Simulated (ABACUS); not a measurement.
PbF2 (Fluorocronite) under changes of volume

One of the cells (17.354 Å³/atom); the others are scaled copies at fixed shape and fractional positions:

```xyz
3
Lattice="0.0000 2.9637 2.9637 2.9637 0.0000 2.9637 2.9637 2.9637 0.0000" Properties=species:S:1:pos:R:3 pbc="T T T"
Pb    0.0000    0.0000    0.0000
F     4.4455    4.4455    4.4455
F     1.4818    1.4818    1.4818
```

```yaml
Program: ABACUS 3.10.1
Functional: PBE
Potentials_or_basis: PseudoDojo NC SR 0.4.1 PBE standard
Cutoff: 1361 eV
Density_cutoff: 5442 eV
Basis: DZP LCAO (the cutoffs set its grid)
k_mesh: 8 × 8 × 8
Occupations: fermi-dirac, width 0.05 eV
Spin: no spin polarisation
```

```tsv
volume (Å³/atom)	energy over the lowest point (meV/atom)	pressure (GPa)	gap on the mesh (eV)
16.313	58.84	10.3	4.37
16.660	?	?	?
17.007	23.83	6.1	4.38
17.354	12.74	4.3	4.38
17.701	5.27	2.6	4.38
18.048	1.11	1.2	4.37
18.395	0.00	-0.1	4.36
```

Problem. What does the run at 16.660 Å³/atom give?

Solution. Energy over the lowest point 39.07 meV/atom; pressure 8.0 GPa; gap on the mesh 4.37 eV.

Worked out: A Birch-Murnaghan fit of order 3 (a polynomial in V^(-2/3)) to the other rows has its minimum at 18.36 Å³/atom with B0 = V·E''(V) = 67 GPa and B' = 4.4. It gives 39.07 meV/atom at 16.660 Å³/atom, against the run's 39.07, and -dE/dV = 8.0 GPa, against 8.0. A parabola through the other rows of the gap, of slope 0.274 eV per unit of ln V there, gives 4.38 eV, against the run's 4.37.

Energies are extrapolated to zero smearing.

Caveats: the atomic orbitals were generated for these runs and aren't a published set; spin-orbit coupling is left out, which as a rule narrows the gap of such compounds by several tenths of an eV; the basis of atomic orbitals isn't converged, which shifts pressures, moduli and gaps.

A mesh can miss the band edges.
